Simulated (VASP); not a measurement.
Se:

```
Se
1.0
     2.81056    0.00000    0.00000
     0.00000    2.81056    0.00000
     0.00000    0.00000    2.81056
Se
1
Cartesian
  0.0000 0.0000 0.0000
```

This isn't the form of Se at room conditions, which is trigonal, of chains.

| Property | Result |
| --- | --- |
| Program | VASP 6.6.1 |
| Task | relaxation of cell and atoms |
| Functional | SCAN0 |
| Potentials or basis | VASP PAW PBE potentials, release 64 (Se) |
| Cutoff | 600 eV |
| k mesh | 5 × 5 × 5 |
| Occupations | gaussian, width 0.05 eV |
| Spin | no spin polarisation |

At the start: pressure -5.3 GPa; volume 22.20 Å³/atom.

How do energy, volume and symmetry change on relaxing?

Over 33 steps the energy falls by 26.6 meV/atom and the volume is 20.68 Å³/atom (-6.9 %); space group Pm-3m (No. 221, to 0.05 Å).

The path:
```
step  energy change (eV)  largest force (eV/Å)  pressure (GPa)  volume (Å³)
   1              0.0000                0.0000           -5.30        22.20
   2             -0.0183                0.0000            3.59        19.92
   3             -0.0266                0.0000            0.05        20.69
   4             -0.0266                0.0000           -0.09        20.72
   5             -0.0266                0.0000           -0.12        20.72
   6             -0.0266                0.0000           -0.13        20.72
   7             -0.0266                0.0000           -0.12        20.72
   8             -0.0266                0.0000           -0.12        20.72
   9             -0.0266                0.0000           -0.12        20.72
  10             -0.0266                0.0000           -0.12        20.72
  11             -0.0266                0.0000           -0.12        20.72
  12             -0.0266                0.0000           -0.12        20.72
  13             -0.0266                0.0000           -0.12        20.72
  14             -0.0266                0.0000           -0.12        20.72
  15             -0.0266                0.0000           -0.11        20.71
  16             -0.0266                0.0000           -0.11        20.70
  17             -0.0266                0.0000           -0.11        20.69
  18             -0.0266                0.0000            0.14        20.65
  19             -0.0266                0.0000            0.13        20.67
  20             -0.0266                0.0000            0.12        20.68
  21             -0.0266                0.0000            0.09        20.68
  22             -0.0266                0.0000            0.06        20.68
  23             -0.0266                0.0000            0.04        20.68
  24             -0.0266                0.0000            0.04        20.69
  25             -0.0266                0.0000            0.05        20.69
  26             -0.0266                0.0000            0.04        20.71
  27             -0.0266                0.0000           -0.16        20.74
  28             -0.0266                0.0000           -0.14        20.72
  29             -0.0266                0.0000           -0.12        20.71
  30             -0.0266                0.0000           -0.09        20.71
  31             -0.0266                0.0000           -0.09        20.71
  32             -0.0266                0.0000           -0.09        20.70
  33             -0.0266                0.0000            0.02        20.68
```

Final structure:
```
Se
1.0
     2.74466    0.00000    0.00000
     0.00000    2.74466    0.00000
     0.00000    0.00000    2.74466
Se
1
Direct
  0.00000 0.00000 0.00000
```

Caveat: the k mesh is coarse (spacing up to 0.45 Å⁻¹), so the values aren't converged, least of all with exact exchange; the PAW data sets were made with another functional, which shifts forces and pressure a little.
